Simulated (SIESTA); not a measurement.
A run of SIESTA 5.4.2 is set up as follows.

Contents of run.py:

```python
from ase import Atoms
from ase.calculators.siesta import Siesta
from ase.units import Ry, GPa
from ase.optimize import LBFGS
from ase.filters import FrechetCellFilter

atoms = Atoms(
    ['C', 'C'],
    cell=[
        [0.0, 1.78337, 1.78337],
        [1.78337, 0.0, 1.78337],
        [1.78337, 1.78337, 0.0],
    ],
    scaled_positions=[
        [0.75, 0.75, 0.75],
        [0.5, 0.5, 0.5],
    ],
    pbc=True,
)

fdf = {
    'SCFMustConverge': False,
    'OccupationFunction': 'FD',
    'ElectronicTemperature': '0.05 eV',
    'MaxSCFIterations': '120',
    'SCF.Mixer.Method': 'Pulay',
    'SCF.Mixer.Weight': '0.25',
    'SCF.Mixer.History': '8',
    'SCF.DM.Tolerance': '5.0e-05',
    'SCF.H.Tolerance': '1.0e-03 eV',
    'WriteForces': 'true',
    'Charge.Mulliken': 'end',
}
calc = Siesta(
    label="C",
    command="siesta < PREFIX.fdf > PREFIX.out",
    pseudo_path="pseudos",
    pseudo_qualifier="",
    xc=('GGA', 'PBE'),
    basis_set="DZP",
    mesh_cutoff=500 * Ry,
    energy_shift=0.003 * Ry,
    kpts=[13, 13, 13],
    spin="non-polarized",
    fdf_arguments=fdf,
)
atoms.calc = calc

opt = LBFGS(FrechetCellFilter(atoms), trajectory="relax.traj")
converged = opt.run(fmax=0.04, steps=40)
print("converged:", converged)
print("cell (A):", atoms.cell.cellpar().round(5))
print("scaled positions:")
print(atoms.get_scaled_positions().round(6))
print(f"energy = {atoms.get_potential_energy():.6f} eV")
free = atoms.get_potential_energy(force_consistent=True)
print(f"free energy = {free:.6f} eV")
print("forces (eV/A):")
print(atoms.get_forces(apply_constraint=False).round(6))
print("stress (GPa, Voigt order, tension positive):", (atoms.get_stress() / GPa).round(4))
```

Potentials or basis: PseudoDojo 0.4 standard (PBE files), DZP (energy shift 0.003 Ry).

Run with:

```console
$ python run.py
```

**Question.** Estimate the band gap on the k mesh.

**Answer.** 4.23 eV, indirect (least direct gap 5.62 eV).

**Question.** What does it give for the relaxed volume?

**Answer.** 5.80 Å³/atom.

**Question.** Estimate the space group after relaxing (to 0.05 Å).

**Answer.** Fd-3m (No. 227).

Final structure:
```xyz
2
Lattice="0.0000 1.7972 1.7972 1.7972 0.0000 1.7972 1.7972 1.7972 0.0000" Properties=species:S:1:pos:R:3 pbc="T T T"
C     2.6958    2.6958    2.6958
C     1.7972    1.7972    1.7972
```

Caveat: an odd mesh through Γ misses points on the zone boundary, where band edges often lie; the basis of atomic orbitals isn't converged, which shifts pressures, moduli and gaps. A hybrid or GW would open this gap; PBE tends to underestimate it.
